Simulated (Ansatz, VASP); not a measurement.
**Two plane-wave programs on CaF2**

```
Ca F
1.0
     0.00000    2.75803    2.75803
     2.75803    0.00000    2.75803
     2.75803    2.75803    0.00000
Ca F
1 2
Direct
  0.00000 0.00000 0.00000
  0.75000 0.75000 0.75000
  0.25000 0.25000 0.25000
```

The cell comes from a database or a generator and needn't be the stable form of this composition.

Alike in both runs: task relaxation of cell and atoms; functional r2SCAN; k mesh 8 × 8 × 8; occupations gaussian, width 0.02 eV; no spin polarisation.

|  | VASP | Ansatz |
| --- | --- | --- |
| version | VASP 6.6.1 | Ansatz 0.2.0 |
| potentials or method | VASP PAW PBE potentials, release 64 (Ca_sv, F) | scalar-relativistic, plane waves, PAW |
| plane-wave cutoff (eV) | 600 | 500 |
| valence electrons in the cell | 24 | 24 |

Ansatz gave:

| Item | Value |
| --- | --- |
| gap on the k mesh at the Fermi level, each at its own relaxed structure (eV) | 8.04 |
| relaxed volume (Å³/atom) | 13.40 |
| relaxed cell length with the largest relative difference (Å) | 3.845 |
| energy change over the relaxation (meV/atom) | -6 |

Q: Which values does VASP return?

A: gap on the k mesh at the Fermi level, each at its own relaxed structure (eV): 8.01; relaxed volume (Å³/atom): 13.45; relaxed cell length with the largest relative difference (Å): 3.850; energy change over the relaxation (meV/atom): -5.

Caveats: the PAW data sets were made with another functional, which shifts forces and pressure a little (VASP). r2SCAN opens gaps a little over a GGA but as a rule still falls short of measured ones. A k mesh can miss the band edges.
